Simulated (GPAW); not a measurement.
Crystal: Fe3Ge.

```
Ge Fe
1.0
     0.00000    2.87559    2.87559
     2.87559    0.00000    2.87559
     2.87559    2.87559    0.00000
Ge Fe
1 3
Cartesian
  0.0000 0.0000 0.0000
  4.3134 4.3134 4.3134
  1.4378 1.4378 1.4378
  2.8756 2.8756 2.8756
```

The cell comes from a database or a generator and needn't be the stable form of this composition.

Base run:

- Program: GPAW 26.7.0
- Functional: PBEsol
- Potentials or basis: PAW data sets generated in the run's folder for this functional
- Cutoff: 600 eV
- Basis: pw
- k mesh: 8 × 8 × 8
- Occupations: fermi-dirac, width 0.05 eV
- Spin: collinear spin, ferromagnetic start
- Starting moments: [0.0, 3.0, 3.0, 3.0] μB
- Hubbard terms: Fe d U = 8 eV

Its results: pressure 31.3 GPa; net moment 9.62 μB per cell; site moments Ge -0.01; Fe +3.54, +3.09 μB.

Problem. The run is repeated on the same cell with these changes: hubbard terms from Fe d U = 8 eV to Fe d U = 4 eV. What comes out?

Solution. Pressure 14.9 GPa; net moment 8.64 μB per cell; site moments Ge -0.04; Fe +3.03, +2.92 μB.

Caveats: the U is typed as a test and isn't derived for this compound; a pressure of tens of GPa on the cell as given is suspect, and the run, the potentials or the cell itself is likely at fault (some runs).

Not every run made on this cell is shown here.
